A damped attraction between two atoms has two limits. In the leading term of the D3 dispersion correction with Becke–Johnson damping, D3(BJ), a pair at distance r contributes

e(r) = −C₆ / (r⁶ + R⁶)

where C₆ is the strength and R the damping radius. Far outside R the energy falls off as 1/r⁶ and pulls the atoms together. Far inside R it is a constant: the pair still adds binding energy, but hardly any force. The slope of this term is the undamped 1/r⁶ slope for the same energy, multiplied by

f = r⁶ / (r⁶ + R⁶)

For nearest neighbours in copper at the starting cell, f is about 0.04 with PBE's damping radius and about 0.28 with RPBE's.

What shrinks a crystal is therefore the slope of the dispersion energy with volume, which acts as an inward pressure. Copper's bulk modulus is between 100 and 200 GPa, so a pull of 10 GPa costs several per cent of the volume. The relaxed cell lies where this pull balances the resistance of the functional without D3, here called the bare functional.

GPAW 26.7.0, plane-wave PAW DFT with D3(BJ) dispersion, for fcc copper in its one-atom primitive cell, without spin polarisation. All rows use a 600 eV cutoff, a 13 × 13 × 13 k mesh and Fermi–Dirac smearing of 0.05 eV. Volume changes are relative to the starting cell (11.81 Å³), and a is the primitive-cell edge.

```
functional                                           potentials  volume change (%)  relaxed length a (Å)
       PBE                 GPAW-PAW-data-sets-(gpaw-data-1.2.1)             -3.000                 2.530
    PBEsol  PAW-data-sets-made-by gpaw-setup-for-the-functional             -7.330                 2.492
    revPBE                 GPAW-PAW-data-sets-(gpaw-data-1.2.1)             -5.840                 2.506
      RPBE                 GPAW-PAW-data-sets-(gpaw-data-1.2.1)            -16.540                 2.407
      BLYP  PAW-data-sets-made-by gpaw-setup-for-the-functional             -5.090                 2.512
```

All five cells shrink from a starting cell close to that of real copper. The lengths in the table are edges of the primitive cell, equal to the distance between nearest neighbours. PBE shrinks least. Its run stopped under a slight tension, and at zero pressure the loss would be about 3.3%. The D3 formula gives a pull of about 8 GPa at the starting cell, and almost all of it comes from beyond the nearest neighbours, which sit deep inside the damping radius.

PBEsol is the first irregular row. It has the smallest dispersion energy of the five, yet the second-largest contraction, 4 percentage points beyond PBE at zero pressure. Its pull is slightly weaker than PBE's, so D3 does not explain the difference. The likely cause is the bare functional, since PBEsol is known to give shorter bonds in metals than PBE. The two rows also use different PAW data sets, and the effect of that change was not tested.

revPBE has nearly the same damping radius as PBE, but twice the pull, about 16 GPa at the starting cell. The reason is a second D3 term, which falls off as 1/r⁸ and enters with a much larger weight for revPBE. PBEsol's weight is larger still, but its damping radius of 5.4 Å, the largest of the five, is expected to mute the near shells, and its pull stays weak. The cell loses almost 6% of its volume, although bare revPBE is known to make metals larger than PBE does. The stronger pull more than cancels that tendency.

RPBE is the outlier, with 16.5% of the volume gone. So large a change of volume calls for caution, but the run converged without a warning, its energy fell at every step and it ended close to zero pressure. Its damping radius is 3.0 Å, where the other functionals have more than 4 Å, so near shells that are almost inert elsewhere now pull. Already at the common starting cell the pull is about 39 GPa, nearly five times PBE's, so it is not merely a result of the small final cell. Shrinkage then raises it further, to about 54 GPa. At that point nearest neighbours supply 29% of the pull, against roughly 1% or less in the other rows. Their share is expected to be larger at the starting cell, because shrinking moves them deeper inside the damping radius, so the rise itself should come mostly from shells farther out.

The size of the effect can be estimated by taking the D3 pull P away and letting the crystal expand. Murnaghan's equation of state gives the volume V₀ without the pull from the relaxed volume V:

V₀ / V = (1 + B′P / B₀)^(1/B′)

Here B₀ is the bare bulk modulus and B′ its rise with pressure; 120 GPa and 5 are rough assumed values. For RPBE the bracket is 1 + 5 × 53.5 / 120 = 3.23, and its fifth root is 1.264. The relaxed volume is 0.835 of the starting one, so the bare volume becomes 0.835 × 1.264 ≈ 1.055, about 5.5% above the start. With 160 GPa for B₀ it would be only about 2% above, but either way the collapse disappears. The total energy of the run fell by 0.22 eV from start to end, which is expected to fit the softer choice better, so the 2% is probably too low.

The same step puts PBE, revPBE and BLYP above the starting volume too, and leaves only PBEsol below it. This agrees with the known behaviour of the bare functionals, but no run without D3 is at hand to confirm it. The assumed stiffness matters too much to rank revPBE, RPBE and BLYP among themselves. For revPBE, the calculated elastic constants favour the softer choice, though they are not converged in k points.

BLYP resembles revPBE: the damping radius is similar, the 1/r⁸ term again has a large weight, and the pull is about 19 GPa at the starting cell. Its contraction looks milder in the table, but its cell was relaxed under a tension of 1 GPa. Corrected to zero pressure with revPBE's bulk modulus, the two contractions differ by only about 0.2 points, too little to interpret.

The pulls come from summing the D3 formula over neighbour shells, with rounded damping constants and one common C₆ fitted to the dispersion energies of all five rows, RPBE included. The sum meets each energy within about 5%, as the output below shows. Because D3 was part of the calculations, this agreement supports the constants used, not D3 as a description of copper. Theory gives a reason for doubt: conduction electrons screen the attraction between atoms in a metal, and a sum over independent pairs leaves that out. The five rows are also a selection, with failed runs and some with graver warnings left out, so they do not show how common such contractions are. For another functional with D3, the damping radius, the weight of the 1/r⁸ term and the known bare volume are the three things to look at first.

Output of the analysis:

```
fit of ed on 5 rows: coefficient of shape 171.8 +/- 0.68; rms 0.0141, worst PBEsol -0.0294, leave-one-out rms 0.0161
Dispersion term at the relaxed cell:
     row  volume change at zero pressure (%)  damping radius (A)  D3 energy of the run (eV)  D3 energy from shell sum (eV)
     PBE                              -3.332               4.399                     0.6013                         0.5971
  PBEsol                              -7.359               5.448                     0.5655                         0.5361
  revPBE                              -5.855               4.356                      1.198                          1.207
    RPBE                              -16.55               2.984                      3.434                          3.438
    BLYP                              -5.641               4.293                      1.392                          1.388
Inward pull of D3:
     row  at the common starting cell (GPa)  at the relaxed cell (GPa)  first-shell share at the relaxed cell (%)
     PBE                              8.169                      8.683                                      1.327
  PBEsol                              6.811                      7.937                                     0.1283
  revPBE                              16.13                       18.2                                      1.134
    RPBE                              39.35                      53.54                                      28.69
    BLYP                              18.74                      20.84                                      1.317
Rough volume change with D3 removed:
     row  bare stiffness 120 GPa (%)  bare stiffness 160 GPa (%)
     PBE                       2.798                       1.469
  PBEsol                      -1.915                      -3.158
  revPBE                       5.398                       3.023
    RPBE                       5.518                       1.594
    BLYP                       7.054                       4.515
Bulk modulus of revPBE from its elastic constants (GPa): 175.5
Bulk modulus of revPBE estimated with bare stiffness 120 GPa (GPa): 177.5
Bulk modulus of revPBE estimated with bare stiffness 160 GPa (GPa): 217.5
Volume change of PBEsol less that of PBE at zero pressure (percentage points): -4.028
Pull of RPBE over pull of PBE at the common starting cell (ratio): 4.817
```
